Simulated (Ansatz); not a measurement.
**Convergence of HgTe**

```yaml
crystal:
  lattice:
    - [0.00000, 2.92150, 2.92150]
    - [2.92150, 0.00000, 2.92150]
    - [2.92150, 2.92150, 0.00000]
  atoms:
    - { symbol: Hg, position: [0.00000, 0.00000, 0.00000] }
    - { symbol: Te, position: [0.50000, 0.50000, 0.50000] }
```

Atoms are numbered in the order listed.

Conventional cell: a = 5.843 Å, b = 5.843 Å, c = 5.843 Å, α = 90.00°, β = 90.00°, γ = 90.00°. Hg (atom 1) is surrounded by 6 Te at 2.92 Å. Te (atom 2) is surrounded by 6 Hg at 2.92 Å.

The geometry is COD entry 1538296, unchecked; take it as a test cell.

No spin–orbit coupling, which matters for the heavy atoms here.

These are results of DFT, PBE, PAW with Ansatz's default frozen-core files, scalar-relativistic (Ansatz 0.2.0), not measurements.

Sampling and basis: a Γ-centred 12×12×12 k mesh, Fermi–Dirac smearing of 0.08 eV, cutoff 420 eV, no spin polarisation. One setting is then changed at a time.

P includes the program's estimate of the Pulay (finite-basis) term, listed apart; without it the pressure would be far more sensitive to the cutoff.

| PAW cutoff (eV) | free energy less the base's (meV/atom) | P (GPa) | Pulay term in P (GPa) |
| --- | --- | --- | --- |
| 420 (base) | 0.0 | 10.45 | 0.05 |
| 150 | 54895 | 14.16 | 1226.18 |
| 250 | ? | ? | 54.75 |
| 350 | 3.7 | 10.46 | 0.36 |
| 500 | -1.4 | 10.45 | 0.01 |
| 600 | -1.6 | 10.44 | 0.00 |

Give the missing entry: row "250", column "free energy less the base's (meV/atom)".

1131.

Give the missing entry: row "250", column "P (GPa)".

11.48.
